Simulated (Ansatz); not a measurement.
SnO2 as a 1T monolayer, relaxed with r2SCAN: 8 runs in the PAW code Ansatz, each a construction of maximally localised Wannier functions. The sheet's in-plane cell has a = 3.189 Å, b = 3.189 Å (γ = 120.0°), and its outermost atoms lie 1.98 Å apart along the normal. Around Sn lie 6 O at 2.09 Å; around O lie 3 Sn at 2.09 Å. The structure was generated, not taken from experiment, and needn't be the ground state; no magnetic order is allowed.

```yaml
crystal:
  lattice:
    - [3.18893, 0.00000, 0.00000]
    - [-1.59447, 2.76170, 0.00000]
    - [0.00000, 0.00000, 28.53365]
  atoms:
    - { symbol: Sn, position: [0.00000, 0.00000, 0.31542] }
    - { symbol: O, position: [0.33333, 0.66667, 0.35015] }
    - { symbol: O, position: [0.66667, 0.33333, 0.28068] }
```
Periodic in the plane only; c spans the vacuum.

Windows count from the top of the filled bands; a dash means that no such window was set (without an outer window there is no disentanglement). Rows marked drawn have settings drawn at random (some not listed).

```
functional  SCF mesh  trial orbitals  functions     mesh     window (eV)  frozen (eV)  settings  Ω total (Å²)  Ω invariant (Å²)  largest spread (Å²)  least projectability  interpolation miss of the model's filled bands (eV, to the nearest computed level)
       PBE     9×9×1        O s, O p          8    6×6×1               –            –    chosen          7.42              6.61                 0.98                  0.72                                                                               0.014
       PBE     9×9×1        O s, O p          8  12×12×1               –            –    chosen          7.64              6.84                 1.01                  0.72                                                                               0.000
       PBE     9×9×1             O p          6    6×6×1               –            –    chosen          6.57              6.44                 1.16                  0.69                                                                               0.016
    r2SCAN     9×9×1        O s, O p          8    6×6×1               –            –    chosen          7.55              6.75                 1.00                  0.70                                                                               0.012
    r2SCAN     9×9×1             O p          6    6×6×1               –            –    chosen          6.33              6.22                 1.12                  0.72                                                                               0.014
   PBE+SOC     9×9×1        O s, O p         16    6×6×1               –            –    chosen         15.05             13.43                 0.99                  0.69                                                                                   –
   PBE+SOC     9×9×1             O p         12    6×6×1               –            –    chosen         13.15             12.88                 1.16                  0.69                                                                                   –
       PBE     9×9×1       Sn s, O p          7    6×6×1  -17.5 to +13.6            –     drawn          5.42              5.25                 1.61                  0.38                                                                               1.040
```

For O s, O p with PBE the spread goes 7.42 Å² (6×6×1), 7.64 Å² (12×12×1): finite differences on a coarse mesh understate it.

Only the levels marked +SOC include spin-orbit coupling.
